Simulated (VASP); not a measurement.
SiO2, 9 atoms in the cell. It takes space group P6_422 (No. 181, hexagonal). The conventional cell has a = 5.061 Å, b = 5.061 Å, c = 5.541 Å, α = 90.00°, β = 90.00°, γ = 120.00°. Si (site symmetry 222) has 4 O at 1.61 Å as nearest neighbours. Around O (site symmetry 2) lie 2 Si at 1.61 Å. The cell comes from a database or a generator and needn't be the stable form of this composition.

* Program: VASP 6.6.1
* Task: relaxation of cell and atoms
* Functional: RPBE
* Potentials or basis: VASP PAW PBE potentials, release 64 (Si, O)
* Cutoff: 600 eV
* k mesh: 5 × 5 × 4
* Occupations: fermi-dirac, width 0.05 eV
* Spin: no spin polarisation
* Further INCAR settings: ALGO = Normal; EDIFF = 1e-06; IBRION = 2; EDIFFG = -0.005; NSW = 60; ISIF = 3

Potentials or basis: VASP PAW PBE potentials, release 64 (Si, O).

Command:

```sh
$ cat potpaw_PBE.64/Si/POTCAR potpaw_PBE.64/O/POTCAR > POTCAR
$ mpirun -np 1 vasp_std > vasp.out
```

Hardware: 1 thread of Intel(R) Xeon(R) Platinum 8488C (Sapphire Rapids) (shared host).

How long does it take, and how much memory?

It took 3.5 min on 1 thread of Intel(R) Xeon(R) Platinum 8488C (Sapphire Rapids) (shared host), peak memory 0.28 GiB. Counts: scf iterations 60, k points 15, ion steps 9.
